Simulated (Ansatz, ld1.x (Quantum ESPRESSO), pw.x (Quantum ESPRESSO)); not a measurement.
# V (fcc): variants of one ultrasoft potential in the solid

vanadium, ultrasoft, made with ld1.x (Quantum ESPRESSO) 7.5 (PBE, scalar-relativistic). Core [Ar], reference 3d3.5 4s1.5 4p0. Waves: 4s (bound): rcut 2.80, rcutus 3.45 bohr; 4s channel at 3.8 Ry: rcut 2.80, rcutus 3.45 bohr; 4p (bound, empty): rcut 2.70, rcutus 3.40 bohr; 4p channel at 0.2 Ry: rcut 2.70, rcutus 3.40 bohr; 3d (bound): rcut 1.75, rcutus 2.40 bohr; 3d channel at 4 Ry: rcut 1.75, rcutus 2.40 bohr. Local part: all-electron potential smoothed inside 2.55 bohr (lloc = -1). Core correction: none. Augmentation charge: PSQ, radius 1.60 bohr.

Crystal test: fcc V in pw.x 7.5, no spin, 15³ k-points, Fermi–Dirac smearing 0.01 Ry, cutoffs set for each file from its atomic test. The reference is all-electron LAPW (Ansatz 0.2.0) with the same functional, mesh and smearing; V0 and B0 come from Birch–Murnaghan fits to the pressures at five volumes. Errors are pseudo minus all-electron; Δ is the rms difference of the E(V) curves that follow from these fits, minima aligned, over ±6 % about the mean V0. Mesh and smearing are coarse, so the numbers serve the comparison and aren't converged zero-temperature values; the lattice is a test structure that the element need not adopt.

All-electron: a0 = 3.820 Å (V0 = 13.94 Å³/atom), B0 = 173.4 GPa.

Base: The largest radius (3.45 bohr) exceeds half the bond length (2.55 bohr), so the spheres overlap, which is one possible source of error among others. This is a poor potential for the solid. Atomic configuration tests: 1 of 7 tests not solved or not reliable.

2 further variants are left out: they gave no file fit for a test, a broken result, the same result as the base, or pressures whose basis-set error rivals the error shown.

A dash in a converged row means that the minimum lies outside the volumes sampled.

| change | cutoffs (Ry) | pw.x | a0 (Å) | a0 error (%) | B0 error (%) | Δ (meV/atom) | mean pressure error (GPa) |
| --- | --- | --- | --- | --- | --- | --- | --- |
| base | 40/320 | converged | – | – | – | – | +40.62 |
| waves 3d (bound): rcut 1.75, rcutus 1.86 bohr; 3d channel at 4 Ry: rcut 1.75, rcutus 1.86 bohr | 55/440 | converged | 3.886 | +1.70 | +3.2 | 28.3 | +10.15 |
| local potential all-electron potential smoothed inside 3.00 bohr (lloc = -1) | 40/320 | converged | – | – | – | – | +23.43 |

(1) Give the row for: reference 3d3 4s0 4p0.

Answers

(1) pw.x: converged; mean pressure error (GPa): -22.70.
